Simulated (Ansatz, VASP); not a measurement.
**MoS2: VASP beside Ansatz**

The input INCAR:

```
ALGO = Normal
EDIFF = 1E-6
ENCUT = 520
GGA = PS
ISIF = 2
ISMEAR = 1
LASPH = T
LCHARG = T
LELF = T
LREAL = F
LVHAR = T
LWAVE = F
NBANDS = 35
NELM = 80
PREC = Accurate
SIGMA = 0.2
```

KPOINTS

```
k-points
0
Gamma
  12 12 4
```

Contents of POSCAR:

```
MoS2
1.0
    3.1502767329      0.0000000000      0.0000000000
   -1.5751383665      2.7282196796      0.0000000000
    0.0000000000      0.0000000000     11.3009877239
Mo S
2 4
Direct
    0.3333333333      0.6666666667      0.2500000000
    0.6666666667      0.3333333333      0.7500000000
    0.3333333333      0.6666666667      0.6259932117
    0.6666666667      0.3333333333      0.1259932117
    0.3333333333      0.6666666667      0.8740067883
    0.6666666667      0.3333333333      0.3740067883
```

Input for Ansatz:

```yaml
crystal:
  lattice:
    - [3.1502767329, 0.0, 0.0]
    - [-1.5751383665, 2.7282196796, 0.0]
    - [0.0, 0.0, 11.3009877239]
  atoms:
    - { symbol: Mo, position: [0.3333333333, 0.6666666667, 0.25] }
    - { symbol: Mo, position: [0.6666666667, 0.3333333333, 0.75] }
    - { symbol: S, position: [0.3333333333, 0.6666666667, 0.6259932117] }
    - { symbol: S, position: [0.6666666667, 0.3333333333, 0.1259932117] }
    - { symbol: S, position: [0.3333333333, 0.6666666667, 0.8740067883] }
    - { symbol: S, position: [0.6666666667, 0.3333333333, 0.3740067883] }
basis:
  ecutwfc: 420
kpoints:
  mp_grid: { grid: [12, 12, 4] }
hamiltonian:
  xc: pbesol
scf:
  occupations: { method: cold, width: 0.2 }
output:
  forces: true
  stress: true
  eigenvalues: true
```

Alike in both runs: task single point; functional PBEsol; k mesh 12 × 12 × 4; no spin polarisation.

|  | VASP | Ansatz |
| --- | --- | --- |
| version | VASP 6.6.1 | Ansatz 0.2.0 |
| potentials or method | VASP PAW PBE potentials, release 64 (Mo_sv, S) | scalar-relativistic, plane waves, PAW |
| plane-wave cutoff (eV) | 520 | 420 |
| occupations | methfessel-paxton of order 1, width 0.2 eV | cold, width 0.2 eV |
| valence electrons in the cell | 52 | 52 |

```tsv
	VASP	Ansatz	Ansatz less VASP
gap on the k mesh at the Fermi level (eV)	none	none	-
pressure (GPa)	20.6	20.7	+0.09
largest component of the traceless stress (GPa)	14.58	14.55	-0.030
rms of the force components (eV/Å)	1.624	1.626	+0.0022
```

Atom by atom the forces differ by 0.002 eV/Å (rms over components). A gap of «none» marks a metal or a gap that the smearing closes.

Caveats: so large a pressure means that the cell lies far from this level's equilibrium, or that cutoff or potentials fall short (VASP); the potentials were made for another functional, which shifts forces and pressure (VASP).
